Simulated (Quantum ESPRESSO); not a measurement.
Crystal: CuO.

```xyz
6
Lattice="4.1609 0.0000 0.0000 0.0000 4.1609 0.0000 0.0000 0.0000 3.8876" Properties=species:S:1:pos:R:3 pbc="T T T"
Cu    2.0805    0.0000    1.9438
Cu    0.0000    2.0805    1.9438
Cu    0.0000    0.0000    0.0000
O     0.0000    0.0000    1.9438
O     2.0805    0.0000    0.0000
O     0.0000    2.0805    0.0000
```

Measurements of this composition are mostly on another form, of space group No. 15.

```yaml
Program: Quantum ESPRESSO 7.5
Task: single point
Functional: PBE
Potentials_or_basis: SSSP 1.3 efficiency PBE
Cutoff: 748 eV
Density_cutoff: 5987 eV
k_mesh: 7 × 7 × 7
Occupations: fermi-dirac, width 0.05 eV
Spin: no spin polarisation
```

On this cell: pressure 1.5 GPa; largest force under 0.003 eV/Å; band gap on the k mesh none (metal or under the smearing width).

The same run follows on a disturbed copy (atoms moved at random, drawn with an rms of 0.05 Å):

```
Cu O
1.0
     4.16094    0.00000    0.00000
     0.00000    4.16094    0.00000
     0.00000    0.00000    3.88764
Cu O
3 3
Direct
  0.50463 0.00547 0.48906
  0.99872 0.49951 0.49366
  0.01083 0.99558 0.00008
  0.00346 0.99483 0.50227
  0.50448 0.99361 0.99928
  0.00002 0.49581 0.00912
```

Problem. What does the disturbed cell give?

Solution. The energy (extrapolated to zero smearing) moves by +6.7 meV/atom; pressure 1.9 GPa; largest force 0.796 eV/Å; band gap on the k mesh none (metal or under the smearing width).

Forces in eV/Å, atoms in the order of the input:
```
Cu   0.015 -0.030  0.558
Cu  -0.011 -0.143  0.784
Cu  -0.188  0.011  0.008
O    0.032  0.107 -0.122
O    0.102  0.058 -0.458
O    0.051 -0.005 -0.770
```

Stress tensor (GPa, compression positive):
```
1.86 0.01 0.00
0.01 1.84 0.09
0.00 0.09 1.92
```

Caveats: an odd number of electrons without spin polarisation forces a metal; a magnetic or distorted state may lie lower; the run has no spin polarisation, though such a crystal can be magnetic; semilocal functionals often make such compounds metallic where correlation or magnetic order opens a gap, which also shifts bond lengths.
